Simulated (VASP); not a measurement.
# Pd (I4/mmm) in VASP: a series of runs

One crystal, Pd, is run at these levels: LDA; tasks: single point.

Program: VASP 6.6.1. These are calculated values, not measurements. Logs are shortened: lines on timing, memory, paths and dates and some standing lists are left out, and cuts for length are marked.

### Step 1. The cell of the first run

It takes space group I4/mmm (No. 139, tetragonal). Conventional cell: a = 2.751 Å, b = 2.751 Å, c = 3.579 Å, α = 90.00°, β = 90.00°, γ = 90.00°. Pd (site symmetry 4/mmm) has 12 Pd at 2.64 to 2.75 Å as nearest neighbours.

This isn't the form of Pd at room conditions, which is fcc.

### Step 2. Single point, LDA (strain +0.000 along x and y, -0.080 along z, atoms carried along)

INCAR reads:

```
SYSTEM = Pd
PREC = Accurate
ENCUT = 520
EDIFF = 1E-7
ISMEAR = 0
SIGMA = 0.15
LREAL = .False.
LASPH = .True.
NELM = 60
ALGO = Fast
ISIF = 2
LWAVE = .False.
LCHARG = .True.
LELF = .True.
LVHAR = .True.
NBANDS = 11
```

KPOINTS reads:

```
Automatic mesh
0
Gamma
  20 20 20
  0 0 0
```

POSCAR reads:

```
Pd
1.0
    0.0000000000      1.9449000000      1.7893080000
    1.9449000000      0.0000000000      1.7893080000
    1.9449000000      1.9449000000      0.0000000000
Pd
1
Direct
    0.0000000000      0.0000000000      0.0000000000
```

Potentials or basis: VASP PAW LDA potentials, release 64 (Pd).

Command:

```
cat potpaw_LDA.64/Pd/POTCAR > POTCAR
mpirun -np 1 vasp_std > vasp.out
```

OUTCAR:

```text
SYSTEM = Pd
   PREC = Accurate
   ENCUT = 520
   EDIFF = 1E-7
   ISMEAR = 0
   LREAL = .False.
   LASPH = .True.
   NELM = 60
   ISIF = 2

 ion  position               nearest neighbor table
   1  0.000  0.000  0.000-

  LATTYP: Found a body centered tetragonal cell.
 ALAT       =     2.7505039575
 C/A-ratio  =     1.3010764774

  Lattice vectors:

 A1 = (   0.0000000000,  -1.9449000000,  -1.7893080000)
 A2 = (   0.0000000000,   1.9449000000,  -1.7893080000)
 A3 = (   1.9449000000,   0.0000000000,   1.7893080000)

Analysis of symmetry for initial positions (statically):
=====================================================================
 Subroutine PRICEL returns:
 Original cell was already a primitive cell.

 Routine SETGRP: Setting up the symmetry group for a
 body centered tetragonal supercell.

 Subroutine GETGRP returns: Found 16 space group operations
 (whereof 16 operations were pure point group operations)
 out of a pool of 16 trial point group operations.

The static configuration has the point symmetry D_4h.

Analysis of symmetry for dynamics (positions and initial velocities):
=====================================================================
 Subroutine PRICEL returns:
 Original cell was already a primitive cell.

 Routine SETGRP: Setting up the symmetry group for a
 body centered tetragonal supercell.

 Subroutine GETGRP returns: Found 16 space group operations
 (whereof 16 operations were pure point group operations)
 out of a pool of 16 trial point group operations.

The dynamic configuration has the point symmetry D_4h.

 Subroutine INISYM returns: Found 16 space group operations
 (whereof 16 operations are pure point group operations),
 and found     1 'primitive' translations

----------------------------------------------------------------------------------------

                                     Primitive cell

  volume of cell :      13.5366

  direct lattice vectors                    reciprocal lattice vectors
     0.000000000  1.944900000  1.789308000    -0.257082626  0.257082626  0.279437637
     1.944900000  0.000000000  1.789308000     0.257082626 -0.257082626  0.279437637
     1.944900000  1.944900000  0.000000000     0.257082626  0.257082626 -0.279437637

  length of vectors
     2.642774892  2.642774892  2.750503957     0.458550266  0.458550266  0.458550266

  position of ions in fractional coordinates (direct lattice)
     0.000000000  0.000000000  0.000000000

  ion indices of the primitive-cell ions
   primitive index   ion index
                 1           1

----------------------------------------------------------------------------------------

 KPOINTS: Automatic mesh

Automatic generation of k-mesh.
 Grid dimensions read from file:
 generate k-points for:   20   20   20

 Generating k-lattice:

  Cartesian coordinates                     Fractional coordinates (reciprocal lattice)
    -0.012854131  0.012854131  0.013971882     0.050000000  0.000000000  0.000000000
     0.012854131 -0.012854131  0.013971882     0.000000000  0.050000000  0.000000000
     0.012854131  0.012854131 -0.013971882    -0.000000000 -0.000000000  0.050000000

  Length of vectors
     0.022927513  0.022927513  0.022927513

  Shift w.r.t. Gamma in fractional coordinates (k-lattice)
     0.000000000  0.000000000  0.000000000

 Subroutine IBZKPT returns following result:
 ===========================================

 Found    641 irreducible k-points:

 Following reciprocal coordinates:
            Coordinates               Weight
  0.000000  0.000000  0.000000      1.000000
  0.050000 -0.000000  0.000000      8.000000
  0.100000 -0.000000  0.000000      8.000000
  0.150000 -0.000000  0.000000      8.000000
  0.200000 -0.000000  0.000000      8.000000
  0.250000  0.000000  0.000000      8.000000
[... 16 lines left out ...]
 -0.400000  0.050000  0.000000      8.000000
 -0.350000  0.050000  0.000000      8.000000
 [... further k-points ...]
   k-points           NKPTS =    641   k-points in BZ     NKDIM =    641   number of bands    NBANDS=     11
   number of dos      NEDOS =    301   number of ions     NIONS =      1
   total plane-waves  NPLWV =   8000
   dimension x,y,z NGX =    20 NGY =   20 NGZ =   20
   dimension x,y,z NGXF=    40 NGYF=   40 NGZF=   40
   ions per type =               1
   NGX,Y,Z   is equivalent  to a cutoff of  12.58, 12.58, 12.09 a.u.
   NGXF,Y,Z  is equivalent  to a cutoff of  25.16, 25.16, 24.18 a.u.
 SYSTEM =  Pd
   PREC   = accura    normal or accurate (medium, high low for compatibility)
   ISTART =      0    job   : 0-new  1-cont  2-samecut
   ICHARG =      2    charge: 1-file 2-atom 10-const
   ISPIN  =      1    spin polarized calculation?
   LNONCOLLINEAR =      F non collinear calculations
   LSORBIT =      F    spin-orbit coupling
   LASPH  =      T    aspherical Exc in radial PAW
   ENCUT  =  520.0 eV  38.22 Ry    6.18 a.u.   4.91  4.91  5.11*2*pi/ulx,y,z
   NELM   =     60;   NELMIN=  2; NELMDL= -5     # of ELM steps
   EDIFF  = 0.1E-06   stopping-criterion for ELM
   LREAL  =      F    real-space projection
   EDIFFG = 0.1E-05   stopping-criterion for IOM
   NSW    =      0    number of steps for IOM
   IBRION =     -1    ionic relax: 0-MD 1-quasi-New 2-CG
   NFREE  =      0    steps in history (QN), initial steepest desc. (CG)
   ISIF   =      2    stress and relaxation
   ISYM   =      2    0-nonsym 1-usesym 2-fastsym
   POTIM  = 0.5000    time-step for ionic-motion
   TEBEG  =    0.0;   TEEND  =   0.0 temperature during run
   PSTRESS=    0.0 pullay stress
   NELECT =      10.0000    total number of electrons
   NUPDOWN=      -1.0000    fix difference up-down
   EMIN   =  10.00;   EMAX   =-10.00  energy-range for DOS
   EFERMI =   0.00;   METHOD = LEGACY
   ISMEAR =     0;   SIGMA  =   0.15  broadening in eV -4-tet -1-fermi 0-gaus
   EFERMI_NEDOS =   21; number of points for ismear=-14 and -15
   IALGO  =     68    algorithm
   IMIX   =      4    mixing-type and parameters
     AMIX     =   0.40;   BMIX     =  1.00
     AMIX_MAG =   1.60;   BMIX_MAG =  1.00
  volume/ion in A,a.u.               =      13.54        91.35
  Fermi-wavevector in a.u.,A,eV,Ry     =   1.479920  2.796644 29.798985  2.190164
  Thomas-Fermi vector in A             =   2.594018
   LORBIT       =      0    0 simple, 1 ext, 2 COOP (PROOUT), +10 PAW based schemes
   GGA     = CA    functional components
   LHFCALC =     F    Hartree Fock is set to
   AEXX    =    0.0000 exact exchange contribution
   IVDW    =     0    specifies the selected vdW correction
   LEPSILON=     F    determine dielectric tensor
   LRPA    =     F    only Hartree local field effects (RPA)
 non-spin polarized calculation
 RMM-DIIS sequential band-by-band and
 Gauss-broadening in eV      SIGMA  =   0.15
  energy-cutoff  :      520.00
  volume of cell :       13.54
 maximum number of plane-waves:       378
   NGX =  9   NGY =  9   NGZ = 11

 number of electron      10.0000000 magnetization

 Free energy of the ion-electron system (eV)
  ---------------------------------------------------
  ext. energy  EPLUGINS =         0.00000000
  ---------------------------------------------------
  free energy    TOTEN  =        -6.47267160 eV

  energy without entropy =       -6.45057716  energy(sigma->0) =       -6.46162438

 E-fermi :  11.1286     XC(G=0): -14.0475

 val. band max:       11.1241422520   @ k =  -0.2500   0.3500   0.3000
 cond. band min:      11.1300409903   @ k =  -0.4500   0.3500   0.1000
 fundamental gap:      0.0058987382
 Fermi energy:        11.1286105548

 k-point     1 :       0.0000    0.0000    0.0000
  band No.  band energies     occupation
      1       3.2143      2.00000
      2       7.6036      2.00000
      3       7.6036      2.00000
      4       8.4373      2.00000
      5       9.2483      2.00000
      6      10.1360      2.00000
      7      28.3878      0.00000
      8      32.7135      0.00000
      9      32.7135      0.00000
     10      35.1492      0.00000
     11      36.6526      0.00000

 k-point     2 :       0.0500   -0.0000    0.0000
  band No.  band energies     occupation
      1       3.3133      2.00000
      2       7.5983      2.00000
      3       7.6396      2.00000
      4       8.4380      2.00000
      5       9.2397      2.00000
      6      10.1090      2.00000
      7      28.5090      0.00000
      8      32.4114      0.00000
      9      32.8430      0.00000
     10      34.9066      0.00000
     11      36.6068      0.00000

 k-point     3 :       0.1000   -0.0000    0.0000
  band No.  band energies     occupation
      1       3.6007      2.00000
      2       7.5731      2.00000
      3       7.7314      2.00000
      4       8.4568      2.00000
      5       9.2317      2.00000
      6      10.0394      2.00000
      7      28.8233      0.00000
      8      31.4176      0.00000
      9      33.2206      0.00000
     10      34.8730      0.00000
     11      36.6159      0.00000

 k-point     4 :       0.1500   -0.0000    0.0000
  band No.  band energies     occupation
      1       4.0422      2.00000
      2       7.5320      2.00000
      3       7.8280      2.00000
      4       8.5128      2.00000
      5       9.2783      2.00000
      6       9.9621      2.00000
      7      29.0841      0.00000
      8      30.1031      0.00000
      9      33.8116      0.00000
     10      35.2724      0.00000
     11      37.7644      0.00000
[... 239 lines left out ...]
 k-point    22 :      -0.4500    0.0500    0.0000
  band No.  band energies     occupation
      1       5.1521      2.00000
      2       7.4468      2.00000
      3       8.1786      2.00000
      4      10.3768      2.00000
      5      11.2225      0.37584
      6      12.3232      0.00000
      7      19.4649      0.00000
      8      27.7078      0.00000
      9      32.1545      0.00000
     10      33.4290      0.00000
     11      36.6158      0.00000

 k-point    23 :      -0.4000    0.0500    0.0000
  band No.  band energies     occupation
      1       5.2053      2.00000
      2       7.5006      2.00000
      3       8.2262      2.00000
      4      10.0887      2.00000
      5      10.9362      1.93037
      6      11.6530      0.00000
      7      20.6545      0.00000
      8      27.9713      0.00000
      9      32.9215      0.00000
     10      33.5092      0.00000
     11      38.8057      0.00000

 k-point    24 :      -0.3500    0.0500    0.0000
  band No.  band energies     occupation
      1       5.2722      2.00000
      2       7.5964      2.00000
      3       8.3156      2.00000
      4       9.3889      2.00000
      5      10.5319      2.00000
      6      11.0701      1.41899
      7      22.3086      0.00000
      8      28.4220      0.00000
      9      33.8156      0.00000
     10      34.0726      0.00000
     11      38.2435      0.00000

 [... further k-points ...]
[... 5 lines left out ...]
  --------------------------------------------------------------------------------------
  -------------------------------------------------------------------------------------
  Total        0.9022496      0.9022496      1.2560902      0.0000000      0.0000000      0.0000000
  in kB      106.7892668    106.7892668    148.6694548      0.0000000      0.0000000      0.0000000
  external PRESSURE =     120.7493295 kB  Pullay stress =       0.0000000 kB

 VOLUME and BASIS-vectors are now :
 -----------------------------------------------------------------------------
  energy-cutoff  :      520.00
  volume of cell :       13.54
      direct lattice vectors                 reciprocal lattice vectors
     0.000000000  1.944900000  1.789308000    -0.257082626  0.257082626  0.279437637
     1.944900000  0.000000000  1.789308000     0.257082626 -0.257082626  0.279437637
     1.944900000  1.944900000  0.000000000     0.257082626  0.257082626 -0.279437637

 POSITION                                       TOTAL-FORCE (eV/Angst)
 -----------------------------------------------------------------------------------
      0.00000      0.00000      0.00000         0.000000      0.000000      0.000000
 -----------------------------------------------------------------------------------
    total drift:                                0.000000     -0.000000      0.000000

  FREE ENERGIE OF THE ION-ELECTRON SYSTEM (eV)
  ---------------------------------------------------
  free  energy   TOTEN  =        -6.4726715997 eV

  energy  without entropy=       -6.4505771622  energy(sigma->0) =       -6.46162438
```

Run time: 38 s. Hardware: 1 thread of Intel Xeon 6975P-C (Granite Rapids), shared host; peak memory 0.2 GiB.

What came out:

* Free energy: -6.4727 eV
* Pressure: 12.1 GPa
* Band gap on the k mesh: none (metal or under the smearing width)

### Step 3. Single point, LDA (strain -0.080 along x and y, +0.040 along z, atoms carried along)

INCAR reads:

```
ALGO     = Normal         # electronic algorithm
EDIFF    = 1E-6           # SCF threshold, eV
ENCUT    = 520            # plane-wave cutoff, eV
GGA      = CA             # functional
ISIF     = 2              # what is computed and relaxed
ISMEAR   = 0              # smearing method
LASPH    = T              # aspherical terms in the spheres
LCHARG   = F              # write CHGCAR
LREAL    = F              # projectors in reciprocal space
LWAVE    = F              # write WAVECAR
NBANDS   = 11             # bands
NELM     = 100            # most SCF steps
PREC     = Accurate       # precision mode
SIGMA    = 0.15           # smearing width, eV
```

KPOINTS reads:

```
k-points
0
Gamma
  20 20 20
```

POSCAR reads:

```
Pd
1.0
    0.0000000000      1.7893080000      2.0226960000
    1.7893080000      0.0000000000      2.0226960000
    1.7893080000      1.7893080000      0.0000000000
Pd
1
Direct
    0.0000000000      0.0000000000      0.0000000000
```

Potentials or basis: VASP PAW LDA potentials, release 64 (Pd).

Command:

```
cat potpaw_LDA.64/Pd/POTCAR > POTCAR
mpirun -np 1 vasp_std > vasp.out
```

It took 27 s on 1 thread of Intel Xeon 6975P-C (Granite Rapids), shared host; peak memory 0.19 GiB.

Results (log left out):

| Property | Result |
| --- | --- |
| Free energy | -6.3668 eV |
| Pressure | 27.6 GPa |
| Band gap on the k mesh | none (metal or under the smearing width) |

Stress tensor (GPa, compression positive):
```
33.21  0.00  0.00
 0.00 33.21  0.00
 0.00  0.00 16.39
```

Levels at points of the mesh, in eV from the Fermi level:
```
           k point  band 2  band 3  band 4  band 5  band 6  band 7  band 8  band 9
(0.00, 0.00, 0.00)   -4.44   -2.94   -2.94   -2.37   -0.75   17.37   20.37   23.79
(0.50, 0.00, 0.00)   -4.19   -2.91   -0.23    0.27    0.72    8.51   16.07   21.59
(0.50, 0.50, 0.00)   -6.35    0.12    0.35    0.35    1.65    9.92   15.45   15.45
(0.50, 0.00, 0.50)   -6.18   -0.20   -0.15    1.00    4.22   12.63   13.41   13.67
```

Caveat: so large a pressure means that the cell lies far from this level's equilibrium, or that cutoff or potentials fall short.

[end of part 1 of 2]
